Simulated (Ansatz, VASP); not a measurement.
# Ta: VASP beside Ansatz

```
Ta
1.0
     2.90392    0.04356    0.04356
    -1.41424    2.49309    0.01594
     0.07696    0.07696    5.13090
Ta
2
Direct
  0.33333 0.66667 0.25000
  0.66667 0.33333 0.75000
```

Change from the starting cell: equal xy, yz and zx shear strains of +3 %.

Alike in both runs: task single point; functional PBE; k mesh 13 × 13 × 7; occupations fermi-dirac, width 0.03 eV; no spin polarisation.

```csv
,VASP,Ansatz
version,VASP 6.6.1,Ansatz 0.2.0
potentials or method,"VASP PAW PBE potentials, release 64 (Ta_pv), cutoff 520 eV","all-electron LAPW, scalar-relativistic"
```

|  | VASP | Ansatz | Ansatz less VASP |
| --- | --- | --- | --- |
| pressure (GPa) | 0.3 | 0.2 | -0.07 |
| largest component of the traceless stress (GPa) | 1.86 | 1.86 | +0.001 |
| rms of the force components (eV/Å) | 0.075 | 0.075 | +0.0002 |

Atom by atom the forces differ by 0.000 eV/Å (rms over components). Ansatz ran all-electron here, so the differences hold the error of VASP's frozen core and of both bases.

The runs have no spin-orbit coupling, so splittings on Ta are missing.
